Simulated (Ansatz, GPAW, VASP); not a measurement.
GaAs: 3 runs at one level of theory

```
CELL_PARAMETERS angstrom
0.00000 2.82685 2.82685
2.82685 0.00000 2.82685
2.82685 2.82685 0.00000
ATOMIC_POSITIONS crystal
As 0.75000 0.75000 0.75000
Ga 0.00000 0.00000 0.00000
```

Alike in all runs: task single point; functional PBE; k mesh 8 × 8 × 8; occupations gaussian, width 0.019 eV; no spin polarisation; no spin-orbit coupling. Pressure is positive in compression and, in plane waves, holds the error of the finite cutoff.

```
                        program and potentials  plane-wave cutoff (eV)                                   notes  band gap (eV)  pressure (GPa)
Ansatz, all-electron LAPW, scalar-relativistic                       -                                       -           0.52            3.27
    GPAW, GPAW PAW data sets (gpaw-data 1.2.1)                     600  4 valence electrons an atom on average           0.59            4.33
          VASP, PBE PAW files As, Ga_d, 520 eV                     520  9 valence electrons an atom on average           0.52            3.51
```

The band gap spans 0.52 (VASP, PBE PAW files As, Ga_d, 520 eV) to 0.59 eV (GPAW, GPAW PAW data sets (gpaw-data 1.2.1)), with all-electron results at 0.52. The pressure spans 3.27 (Ansatz, all-electron LAPW, scalar-relativistic) to 4.33 GPa (GPAW, GPAW PAW data sets (gpaw-data 1.2.1)), with all-electron results at 3.27. Spin-orbit coupling, left out here, moves the band edges of heavy atoms.

The functional is the same throughout but for its coding, so the spread measures potentials, basis and numerics; runs on potential files found faulty are left out.

All three runs give GaAs a gap well below the measured one. VASP matches the all-electron gap of 0.52 eV, so the shortfall belongs to PBE rather than to the potentials: a semilocal functional lacks the derivative discontinuity that separates the Kohn–Sham gap from the quasiparticle gap. GPAW departs further from the all-electron result in both gap and pressure, probably because its smaller valence leaves the Ga 3d shell in the core, which weakens the p–d repulsion that raises the valence-band top.

The positive pressure in every run means that PBE favours a larger cell than this one, which is close to experiment; this is the functional's usual underbinding of semiconductors. Expansion lowers the antibonding, s-like conduction-band minimum at Γ relative to the valence-band top, so relaxing the volume within PBE would narrow the gap further. The compressed cell therefore partly masks the gap error instead of causing it. Agreement in the gap at this one volume does not establish equal deformation potentials or bulk moduli.
